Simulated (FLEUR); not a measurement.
Runs of FLEUR MaX-R8.1 (later development tree) on CoO. Symmetry: P6_3mc, No. 186, hexagonal system. The conventional cell has a = 3.198 Å, b = 3.198 Å, c = 5.229 Å, α = 90.00°, β = 90.00°, γ = 120.00°. Co (site symmetry 3m) is surrounded by 4 O at 1.93 to 1.97 Å. O (site symmetry 3m) has 4 Co at 1.93 to 1.97 Å as nearest neighbours. Measurements of this composition are mostly on another form, of space group No. 225.

```tsv
U	gap on the mesh (eV)	moment (μB)
Co d U = 4 eV	(a)	6.00
Co d U = 2 eV	0.17	6.00
Co d U = 0.0 eV	(b)	5.80
Co d U = 3 eV	0.29	6.00
Co d U = 5 eV	0.54	6.00
```

Alike in all rows: task single point; level PBEsol+U; potentials or basis all-electron, FLAPW; spin collinear, ferromagnetic start; cell as given; k mesh 8 × 8 × 4; smearing fermi-dirac 0.05 eV; kmax 5.19 1/bohr.

Estimate the missing entries.

(a) 0.42; (b) none.

A k mesh can miss the band edges.

Not every run made on this cell is shown here.
